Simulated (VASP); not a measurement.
Input of a VASP 6.6.1 run:

The input POSCAR:

```
TiC
1.0
    3.0420900000      0.0000000000      0.0000000000
   -1.5210400000      2.6345200000      0.0000000000
    0.0000000000      0.0000000000      2.6979700000
Ti C
1 1
Direct
    0.0000000000      0.0000000000      0.5000000000
    0.3333300000      0.6666700000      0.0000000000
```

The input INCAR.step1:

```
SYSTEM = TiC
PREC     = Accurate       ! precision mode
ENCUT    = 520            ! plane-wave cutoff, eV
EDIFF    = 1E-5           ! SCF threshold, eV
ISMEAR   = -1             ! smearing method
SIGMA    = 0.05           ! smearing width, eV
LREAL    = .FALSE.        ! projectors in reciprocal space
LASPH    = .TRUE.         ! aspherical terms in the spheres
NELM     = 100            ! most SCF steps
ALGO     = Normal         ! electronic algorithm
ISIF     = 2              ! what is computed and relaxed
LWAVE    = .TRUE.         ! write WAVECAR
LCHARG   = .FALSE.        ! write CHGCAR
LMAXMIX  = 4              ! l up to which the mixer works
GGA      = PE             ! functional
```

INCAR.step2

```
SYSTEM = TiC
PREC     = Accurate       ! precision mode
ENCUT    = 520            ! plane-wave cutoff, eV
EDIFF    = 1E-7           ! SCF threshold, eV
ISMEAR   = -1             ! smearing method
SIGMA    = 0.05           ! smearing width, eV
LREAL    = .FALSE.        ! projectors in reciprocal space
LASPH    = .TRUE.         ! aspherical terms in the spheres
NELM     = 100            ! most SCF steps
ALGO     = Normal         ! electronic algorithm
ISIF     = 2              ! what is computed and relaxed
LWAVE    = .FALSE.        ! write WAVECAR
LCHARG   = .FALSE.        ! write CHGCAR
LMAXMIX  = 4              ! l up to which the mixer works
GGA      = PS             ! functional
LHFCALC  = .TRUE.         ! exact exchange
HFSCREEN = 0.2            ! screening, 1/A
PRECFOCK = Normal       
ISTART   = 1
```

Contents of KPOINTS:

```
Automatic mesh
0
G
  5 5 5
  0 0 0
```

Contents of KPOINTS_OPT:

```
path GMKGALHA,LM,KH
8
line-mode
reciprocal
 0.0000000000  0.0000000000  0.0000000000  G
 0.5000000000  0.0000000000  0.0000000000  M

 0.5000000000  0.0000000000  0.0000000000  M
 0.3333333333  0.3333333333  0.0000000000  K

 0.3333333333  0.3333333333  0.0000000000  K
 0.0000000000  0.0000000000  0.0000000000  G

 0.0000000000  0.0000000000  0.0000000000  G
 0.0000000000  0.0000000000  0.5000000000  A

 0.0000000000  0.0000000000  0.5000000000  A
 0.5000000000  0.0000000000  0.5000000000  L

 0.5000000000  0.0000000000  0.5000000000  L
 0.3333333333  0.3333333333  0.5000000000  H

 0.3333333333  0.3333333333  0.5000000000  H
 0.0000000000  0.0000000000  0.5000000000  A

 0.5000000000  0.0000000000  0.5000000000  L
 0.5000000000  0.0000000000  0.0000000000  M

 0.3333333333  0.3333333333  0.0000000000  K
 0.3333333333  0.3333333333  0.5000000000  H
```

Potentials or basis: VASP PAW PBE potentials, release 64 (Ti_sv, C).

Launch:

```console
$ cat potpaw_PBE.64/Ti_sv/POTCAR potpaw_PBE.64/C/POTCAR > POTCAR
$ cp INCAR.step1 INCAR
$ mpirun -np 1 vasp_std > vasp.out
$ cp INCAR.step2 INCAR
$ mpirun -np 1 vasp_std > vasp.out
```

Q: Predict the pressure.

A: -9.1 GPa.

Q: What does it give for the band gap along the path?

A: None (metal or under the smearing width).

Levels at the corners of the path, in eV from the Fermi level:
| point | band 5 | band 6 | band 7 | band 8 | band 9 | band 10 | band 11 | band 12 |
| --- | --- | --- | --- | --- | --- | --- | --- | --- |
| Γ | -13.78 | -1.94 | -1.94 | -1.04 | 2.81 | 4.13 | 4.13 | 6.84 |
| M | -11.09 | -5.84 | -0.64 | -0.35 | 0.04 | 3.74 | 4.46 | 4.74 |
| M | -11.09 | -5.84 | -0.64 | -0.35 | 0.04 | 3.74 | 4.46 | 4.74 |
| K | -10.73 | -4.41 | -3.95 | -0.33 | 2.62 | 2.92 | 3.07 | 4.41 |
| K | -10.73 | -4.41 | -3.95 | -0.33 | 2.62 | 2.92 | 3.07 | 4.41 |
| Γ | -13.78 | -1.94 | -1.94 | -1.04 | 2.81 | 4.13 | 4.13 | 6.84 |
| Γ | -13.78 | -1.94 | -1.94 | -1.04 | 2.81 | 4.13 | 4.13 | 6.84 |
| A | -10.27 | -6.58 | -0.75 | -0.75 | 1.82 | 1.82 | 5.56 | 5.69 |
| A | -10.27 | -6.58 | -0.75 | -0.75 | 1.82 | 1.82 | 5.56 | 5.72 |
| L | -10.17 | -4.75 | -3.23 | -2.79 | 2.04 | 4.32 | 5.41 | 6.57 |
| L | -10.17 | -4.75 | -3.23 | -2.79 | 2.04 | 4.32 | 5.41 | 6.57 |
| H | -9.93 | -5.31 | -4.47 | -0.89 | 1.82 | 5.07 | 5.74 | 6.51 |
| H | -9.93 | -5.31 | -4.47 | -0.89 | 1.82 | 5.07 | 5.74 | 6.51 |
| A | -10.27 | -6.58 | -0.75 | -0.75 | 1.82 | 1.82 | 5.56 | 5.66 |
| L | -10.17 | -4.75 | -3.23 | -2.79 | 2.04 | 4.32 | 5.41 | 6.57 |
| M | -11.09 | -5.84 | -0.64 | -0.35 | 0.04 | 3.74 | 4.46 | 4.74 |
| K | -10.73 | -4.41 | -3.95 | -0.33 | 2.62 | 2.92 | 3.07 | 4.41 |
| H | -9.93 | -5.31 | -4.47 | -0.89 | 1.82 | 5.07 | 5.74 | 6.51 |

Caveat: the k mesh is coarse (spacing up to 0.48 Å⁻¹), so the values aren't converged, least of all with exact exchange; the PAW data sets were made with another functional, which shifts forces and pressure a little.
